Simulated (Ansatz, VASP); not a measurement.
# One calculation of SiC (Moissanite), two programs

```
Si C
1.0
     3.07600    0.00000    0.00000
    -1.53800    2.66389    0.00000
     0.00000    0.00000    5.04800
Si C
2 2
Direct
  0.33333 0.66667 0.00000
  0.66667 0.33333 0.50000
  0.33333 0.66667 0.38500
  0.66667 0.33333 0.88500
```

Alike in both runs: task relaxation of cell and atoms; functional LDA; k mesh 12 × 12 × 6; occupations fermi-dirac, width 0.02 eV; no spin polarisation.

|  | VASP | Ansatz |
| --- | --- | --- |
| version | VASP 6.6.1 | Ansatz 0.2.0 |
| potentials or method | VASP PAW LDA potentials, release 64 (Si, C) | PAW plane waves |
| plane-wave cutoff (eV) | 600 | 420 |
| valence electrons in the cell | 16 | 16 |

Ansatz gave:

- gap on the k mesh at the Fermi level, each at its own relaxed structure (eV): 2.13
- relaxed volume (Å³/atom): 10.15
- relaxed cell length with the largest relative difference (Å): 5.016
- energy change over the relaxation (meV/atom): -11

Q: Estimate VASP's values.

A: gap on the k mesh at the Fermi level, each at its own relaxed structure (eV): 2.12; relaxed volume (Å³/atom): 10.16; relaxed cell length with the largest relative difference (Å): 5.019; energy change over the relaxation (meV/atom): -11.

Ansatz warned: «pseudo_functional_mismatch».

A k mesh can miss the band edges. As with any semilocal functional, this LDA gap is likely too small. Zero-point motion and thermal expansion aren't in these numbers.
